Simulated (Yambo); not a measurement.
Runs of Yambo 5.3.0 on BAs. Symmetry: F-43m, No. 216, cubic system. Conventional cell: a = 4.777 Å, b = 4.777 Å, c = 4.777 Å, α = 90.00°, β = 90.00°, γ = 90.00°. Around As (site symmetry -43m) lie 4 B at 2.07 Å. B (site symmetry -43m) is surrounded by 4 As at 2.07 Å. 

| task | level | potentials or basis | k mesh | cutoff (eV) | k mesh of the self-consistent run | direction of the field or of q to 0 | broadening | kernel | top of the energy range | gap on the mesh (eV) |
| --- | --- | --- | --- | --- | --- | --- | --- | --- | --- | --- |
| optical spectrum | PBEsol | PseudoDojo 0.4.1 SR PBEsol standard | 6 × 6 × 6 | 1143 | 10 × 10 × 10 | y | 0.05 eV | none (independent particles) | 30 eV | 1.20 |
| optical spectrum | PBEsol | PseudoDojo 0.4.1 SR PBEsol standard | 14 × 14 × 14 | 1143 | 14 × 14 × 14 | x | 0.3 eV | adiabatic LDA | 20 eV | 1.11 |
| optical spectrum | PBEsol | PseudoDojo 0.4.1 SR PBEsol standard | 14 × 14 × 14 | 1143 | 14 × 14 × 14 | x | 0.1 eV | none (independent particles) | 20 eV | 1.11 |
| optical spectrum | LDA | PseudoDojo 0.4.1 SR LDA standard | 6 × 6 × 6 | 1088 | 10 × 10 × 10 | y | 0.1 eV | Hartree (RPA with local fields) | 15 eV | (a) |

Alike in all rows: no spin polarisation; cell as given; smearing fixed.

Question: Estimate the missing entries.

Answer: (a) 1.24.

Caveats: this k mesh misses the band edges, so its gaps are larger than the crystal's (some runs); spectra need much finer meshes, so this one isn't converged (some runs); independent-particle spectra lack excitons (some runs); these spectra lack excitons (some runs); the LDA kernel is used on GGA states, which is inconsistent by a few percent (some runs); the scissor is the correction of the direct gap in an earlier G0W0 run on the same states (some runs).

A k mesh can miss the band edges, and the runs leave out spin-orbit coupling on As.
